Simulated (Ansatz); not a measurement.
**Searching the electronic states of Co**

Wanted: the lowest electronic state of Co in this cell. One SCF may end in a higher state, so several starts are tried. The cell (2 atoms) is Co in its experimental structure (space group Fm-3m, primitive cell doubled). Source: COD entry 9012928, which need not be the ambient phase.

The COD cell was measured well above room temperature, so it is larger than a cold one.

Method: DFT PBE, PAW, plane waves, scalar-relativistic, in Ansatz 0.2.0.

### 1 Starting point

The structure is cubic, space group Fm-3m (No. 225). Conventional cell: a = 3.573 Å, b = 3.573 Å, c = 3.573 Å, α = 90.00°, β = 90.00°, γ = 90.00°. Co (site symmetry m-3m) has 12 Co at 2.53 Å as nearest neighbours.

Structure file:

```
Co
1.0
     0.00000   -1.78650   -1.78650
    -3.57300   -1.78650   -1.78650
     0.00000    1.78650   -1.78650
Co
2
Direct
  0.00000 0.00000 0.00000
  0.00000 0.50000 0.50000
```

Atoms are counted from 1 in the order of input.yaml (Co2 and so on).

The first starts: parallel moments, plain SCF; opposed moments +-, plain SCF; no spin polarisation; spin on, no moments given (the program may seed its own), plain SCF. What is tried next depends on their ends.

“Plain SCF” means no search for lower states. 

Site moments are integrals over atomic spheres and don't add up to the total.

### 2 Parallel moments, plain SCF

Input file input.yaml:

```yaml
crystal:
  lattice:
    - [0.0, -1.7865, -1.7865]
    - [-3.573, -1.7865, -1.7865]
    - [0.0, 1.7865, -1.7865]
  atoms:
    - { symbol: Co, position: [0.0, 0.0, 0.0], spin: 3.0 }
    - { symbol: Co, position: [0.0, 0.5, 0.5], spin: 3.0 }
magnetization:
  spin_polarized: true
hamiltonian:
  xc: pbe
  pseudopotentials: { kind: paw }
basis:
  ecutwfc: 420
kpoints:
  mp_grid: { grid: [13, 8, 11] }
scf:
  occupations: { method: fermi_dirac, width: 0.1 }
  lower_state_search: "off"
output:
  forces: true
  stress: true
```

Log, shortened:

```text
Warning: crystal.symmetry: narrowed to the stabiliser of the k-point mesh — unitary ops 32 → 8; excluded 24 operations that carry a point of the 13×8×11 mesh (shift [0, 0, 0]) off the mesh (the run samples exactly the mesh kpoints.mp_grid names, as under crystal.symmetry.detect: false, [...]
Pseudopotentials: kind: paw
Pseudopotential: Co, paw, valence charge 17, recommended cutoff 420 eV (normal), Co.paw.azcp
Functional definition: PBE
[...]
Crystal: 2 atoms, lattice volume = 22.807 Å³
Basis set: ecut = 420 eV, 451 PW (Γ), exchange–correlation on 36×60×36 points (8 copies of the dense FFT grid, shifted against one another)
Bands: 24, of which v1, the nominal top of the filled ones, is band 17 counted from 1 (16 counted from 0)
Symmetry: 8 space group operations
k-points: 318 of 1144
[...]
Starting moments: Σ|m| = 6 μB on 2 of 2 sites
[...]
SCF iter   1: F=—  HF=-10251.833401 eV  |F-HF|=—  |Δ(HF+E_count)|=         —  Δρ=1.17e-1 (↑1.17e-1 ↓7.76e-2)  dr2=2.76e-1  dr2_m=1.94e0  M=3.881 μB ∫|m|=4.083 μB  β_m=0.30  ethr=8.12e-4  ⟨swp⟩=1.0  Hψ=76110  notcnv=0
[...]
spin-set hold released at iteration 1 (the charge has settled, or the pull on large starting moments outlasts its swing): the magnetisation degrees of freedom join the quasi-Newton model from the next iteration; the mixer history was flushed
[...]
SCF iter  10: F=-10252.284690 eV  HF=-10252.284690 eV  |F-HF|=6.15e-10  |Δ(HF+E_count)|=  7.59e-10  Δρ=3.41e-6 (↑9.89e-7 ↓3.41e-6)  dr2=7.98e-10  dr2_m=6.15e-10  M=3.341 μB ∫|m|=3.656 μB  ethr=8.90e-11  ⟨swp⟩=1.4  Hψ=46854  notcnv=0
[...]
SCF converged after 10 iterations
an eigenvalue changed by more than its tolerance at an iteration that met the thresholds in force, so the SCF went on 1 time: the last check found none over its tolerance
Magnetization: 3.3410 μB (18.6705 up, 15.3295 down)
Absolute magnetization: 3.6569 μB (∫|ρ↑−ρ↓|, with the PAW one-centre terms)
Spin contamination: 0.0573 ħ² per cell (⟨S²⟩ above its minimum at these occupations)
Per-site moments (μB) at R_I (Å): [(1.7425502287343306, 1.0421781682865578), (1.7425502287343304, 1.0421781682865578)]
Free energy (F): -10252.284690 eV
[...]
E sigma→0 (E₀):  -10252.245227 eV
Entropy (-TS):   -0.078926 eV (-39.463 meV/atom)
Fermi energy:    17.720816 eV
[...]
--- Forces (eV/Å), atoms counted from 1 ---
  atom   1  Co     0.00000000     0.00000000     0.00000000
  atom   2  Co     0.00000000     0.00000000    -0.00000000
[...]
--- Stress (GPa, compression-positive) ---
       -8.229387      -0.012194      -0.012194
       -0.012198      -8.414234      -0.072660
       -0.012198      -0.072660      -8.414234
  P = ⅓ Tr σ = -8.3526 GPa (-83.526 kbar)
```

Wall time 11 s (2 threads of an Arm CPU, shared host); peak memory 0.49 GiB.

End: ferromagnetic, site moments Co1 1.74, Co2 1.74 μB, total 3.34 μB per cell, no gap on the k-mesh.

### 3 Opposed moments +-, plain SCF

Changes to input.yaml since step 2:

```diff
@@ -7,3 +7,3 @@
     - { symbol: Co, position: [0.0, 0.0, 0.0], spin: 3.0 }
-    - { symbol: Co, position: [0.0, 0.5, 0.5], spin: 3.0 }
+    - { symbol: Co, position: [0.0, 0.5, 0.5], spin: -3.0 }
 magnetization:
```

Log, shortened:

```text
Warning: crystal.symmetry: narrowed to the stabiliser of the k-point mesh — unitary ops 16 → 4; excluded 12 operations that carry a point of the 13×8×11 mesh (shift [0, 0, 0]) off the mesh (the run samples exactly the mesh kpoints.mp_grid names, as under crystal.symmetry.detect: false, [...]
[... 11 lines as in an earlier run ...]
Symmetry: 4 space group operations
[... 5 lines as in an earlier run ...]
Starting moments: Σ|m| = 6 μB on 2 of 2 sites
[... 2 lines as in an earlier run ...]
spin-down is spin-up translated by (0, 0.5, 0.5): one eigenproblem is solved per k-point and the antiferromagnetic symmetry of the starting moments is kept exactly by this SCF (crystal.symmetry.spin_inversion_symmetry: false solves both channels; [...]
SCF iter   1: F=—  HF=-10251.130560 eV  |F-HF|=—  |Δ(HF+E_count)|=         —  Δρ=1.22e-1 (↑1.22e-1 ↓1.22e-1)  dr2=3.15e-1  dr2_m=2.98e0  M=0.000 μB ∫|m|=3.878 μB  β_m=0.30  ethr=9.27e-4  ⟨swp⟩=1.4  Hψ=38498  notcnv=0
[...]
[... 1 line as in an earlier run ...]
[...]
SCF iter  23: F=-10251.839087 eV  HF=-10251.839087 eV  |F-HF|=3.44e-10  |Δ(HF+E_count)|=  8.69e-10  Δρ=1.05e-6 (↑1.05e-6 ↓1.05e-6)  dr2=4.03e-10  dr2_m=2.92e-11  M=0.000 μB ∫|m|=0.000 μB  ethr=1.00e-12  ⟨swp⟩=1.0  Hψ=21603  notcnv=0
WARN: the starting moments were not kept: the SCF closed with an absolute magnetisation of 6.4e-5 μB, where they sum to 6 μB in size (2 sites). That is at most 0.1 of that sum. Measured as dr2_m measures the in/out step, that magnetisation stands 4.8e-9 eV from none, at or under the [...]
SCF converged after 23 iterations
Magnetization: 0.0000 μB (17.0000 up, 17.0000 down)
Absolute magnetization: 0.0001 μB (∫|ρ↑−ρ↓|, with the PAW one-centre terms)
Spin contamination: 0.0000 ħ² per cell (⟨S²⟩ above its minimum at these occupations)
Per-site moments (μB) at R_I (Å): [(3.090174872049033e-5, 1.0421781682865578), (-3.090174872049033e-5, 1.0421781682865578)]
Free energy (F): -10251.839087 eV
[...]
E sigma→0 (E₀):  -10251.751525 eV
Entropy (-TS):   -0.175125 eV (-87.563 meV/atom)
Fermi energy:    17.426401 eV
[...]
--- Forces (eV/Å), atoms counted from 1 ---
  atom   1  Co     0.00000000     0.00000000     0.00000000
  atom   2  Co     0.00000000    -0.00000000     0.00000000
[...]
--- Stress (GPa, compression-positive) ---
      -19.574016      -0.014778      -0.014778
       -0.014778     -19.529347      -0.058108
       -0.014778      -0.058108     -19.529347
  P = ⅓ Tr σ = -19.5442 GPa (-195.442 kbar)
```

It took 11 s on 2 threads of an Arm CPU, shared host; peak memory 0.47 GiB.

End: non-magnetic, no gap on the k-mesh. It lies 223 meV/atom above the lowest state so far (step 2).

### 4 No spin polarisation

Changes to input.yaml since step 3:

```diff
@@ -6,6 +6,4 @@
   atoms:
-    - { symbol: Co, position: [0.0, 0.0, 0.0], spin: 3.0 }
-    - { symbol: Co, position: [0.0, 0.5, 0.5], spin: -3.0 }
-magnetization:
-  spin_polarized: true
+    - { symbol: Co, position: [0.0, 0.0, 0.0] }
+    - { symbol: Co, position: [0.0, 0.5, 0.5] }
 hamiltonian:
```

Log, shortened:

```text
[... 11 lines as in an earlier run ...]
Bands: 21, of which v1, the nominal top of the filled ones, is band 17 counted from 1 (16 counted from 0)
[... 5 lines as in an earlier run ...]
[...]
[... 2 lines as in an earlier run ...]
SCF iter   1: F=—  HF=-10251.838143 eV  |F-HF|=—  |Δ(HF+E_count)|=         —  Δρ=1.86e-3  dr2=1.02e-4  ethr=1.77e-3  ⟨swp⟩=4.3  Hψ=24339  notcnv=0
[...]
SCF iter   6: F=-10251.839087 eV  HF=-10251.839087 eV  |F-HF|=1.29e-9  |Δ(HF+E_count)|=   2.25e-9  Δρ=4.14e-6  dr2=1.22e-9  ethr=5.93e-11  ⟨swp⟩=1.5  Hψ=20720  notcnv=0
[...]
SCF converged after 6 iterations
Free energy (F): -10251.839087 eV
[...]
E sigma→0 (E₀):  -10251.751525 eV
Entropy (-TS):   -0.175126 eV (-87.563 meV/atom)
Fermi energy:    17.426370 eV
[... 24 lines left out: energy terms, forces, stress ...]
```

Wall time 3.1 s (2 threads of an Arm CPU, shared host); peak memory 0.39 GiB.

The run ends in the same state as step 3 (non-magnetic); it took 6 iterations.

### 5 Spin on, no moments given (the program may seed its own), plain SCF

Changes to input.yaml since step 4:

```diff
@@ -21 +21,3 @@
   stress: true
+magnetization:
+  spin_polarized: true
```

Log, shortened:

```text
[... 1 line as in an earlier run ...]
band count auto-derived: 24 (N_el = 34.0; filled up to band 17; 21 by the electrons, moments and atoms)
[... 19 lines as in an earlier run ...]
[...]
SCF iter   1: F=—  HF=-10249.831204 eV  |F-HF|=—  |Δ(HF+E_count)|=         —  Δρ=3.16e-1 (↑2.72e-1 ↓3.16e-1)  dr2=2.63e-1  dr2_m=1.80e1  M=4.173 μB ∫|m|=4.173 μB  ethr=8.36e-4  ⟨swp⟩=1.5  Hψ=38501  notcnv=0
[...]
SCF iter   9: F=-10252.284690 eV  HF=-10252.284690 eV  |F-HF|=7.64e-11  |Δ(HF+E_count)|=   1.03e-7  Δρ=9.23e-6 (↑8.97e-6 ↓9.23e-6)  dr2=9.22e-9  dr2_m=7.14e-9  M=3.341 μB ∫|m|=3.656 μB  ethr=2.94e-10  ⟨swp⟩=3.0  Hψ=54792  notcnv=0
[...]
SCF converged after 9 iterations
Magnetization: 3.3410 μB (18.6705 up, 15.3295 down)
Absolute magnetization: 3.6569 μB (∫|ρ↑−ρ↓|, with the PAW one-centre terms)
Spin contamination: 0.0573 ħ² per cell (⟨S²⟩ above its minimum at these occupations)
Per-site moments (μB) at R_I (Å): [(1.7425451344978227, 1.0421781682865578), (1.7425451344978222, 1.0421781682865578)]
Free energy (F): -10252.284690 eV
[...]
E sigma→0 (E₀):  -10252.245227 eV
Entropy (-TS):   -0.078926 eV (-39.463 meV/atom)
Fermi energy:    17.720834 eV
[... 24 lines left out: energy terms, forces, stress ...]
```

Run time: 9 s. Hardware: 2 threads of an Arm CPU, shared host; peak memory 0.49 GiB.

This is the state of step 2 again (ferromagnetic), after 9 iterations.

### 6 Parallel moments scaled by 0.2, plain SCF

Changes to input.yaml since step 5:

```diff
@@ -6,4 +6,6 @@
   atoms:
-    - { symbol: Co, position: [0.0, 0.0, 0.0] }
-    - { symbol: Co, position: [0.0, 0.5, 0.5] }
+    - { symbol: Co, position: [0.0, 0.0, 0.0], spin: 0.6 }
+    - { symbol: Co, position: [0.0, 0.5, 0.5], spin: 0.6 }
+magnetization:
+  spin_polarized: true
 hamiltonian:
@@ -21,3 +23 @@
   stress: true
-magnetization:
-  spin_polarized: true
```

Log, shortened:

```text
[... 11 lines as in an earlier run ...]
Bands: 22, of which v1, the nominal top of the filled ones, is band 17 counted from 1 (16 counted from 0)
[... 6 lines as in an earlier run ...]
Starting moments: Σ|m| = 1.2 μB on 2 of 2 sites
[... 2 lines as in an earlier run ...]
[...]
SCF iter   1: F=—  HF=-10251.950545 eV  |F-HF|=—  |Δ(HF+E_count)|=         —  Δρ=5.51e-2 (↑1.35e-2 ↓5.51e-2)  dr2=2.48e-1  dr2_m=2.12e-1  M=1.407 μB ∫|m|=1.431 μB  β_m=1.00  ethr=7.30e-4  ⟨swp⟩=1.0  Hψ=69558  notcnv=0
[...]
spin-set hold released at iteration 10 (site moments contracting): the magnetisation degrees of freedom join the quasi-Newton model from the next iteration; the mixer history was flushed
[...]
SCF iter  17: F=-10252.284690 eV  HF=-10252.284690 eV  |F-HF|=2.36e-9  |Δ(HF+E_count)|=   5.19e-8  Δρ=9.58e-6 (↑4.03e-6 ↓9.58e-6)  dr2=7.27e-9  dr2_m=5.00e-9  M=3.341 μB ∫|m|=3.656 μB  ethr=2.40e-10  ⟨swp⟩=3.6  Hψ=40331  notcnv=0
[...]
SCF converged after 17 iterations
Magnetization: 3.3409 μB (18.6705 up, 15.3295 down)
Absolute magnetization: 3.6569 μB (∫|ρ↑−ρ↓|, with the PAW one-centre terms)
Spin contamination: 0.0573 ħ² per cell (⟨S²⟩ above its minimum at these occupations)
Per-site moments (μB) at R_I (Å): [(1.74253768175858, 1.0421781682865578), (1.74253768175858, 1.0421781682865578)]
Free energy (F): -10252.284690 eV
[...]
E sigma→0 (E₀):  -10252.245226 eV
Entropy (-TS):   -0.078928 eV (-39.464 meV/atom)
Fermi energy:    17.720788 eV
[... 24 lines left out: energy terms, forces, stress ...]
```

Run time: 14 s. Hardware: 2 threads of an Arm CPU, shared host; peak memory 0.47 GiB.

Nothing new: the 17 iterations lead to the state found in step 2 (ferromagnetic).

[end of part 1 of 2]
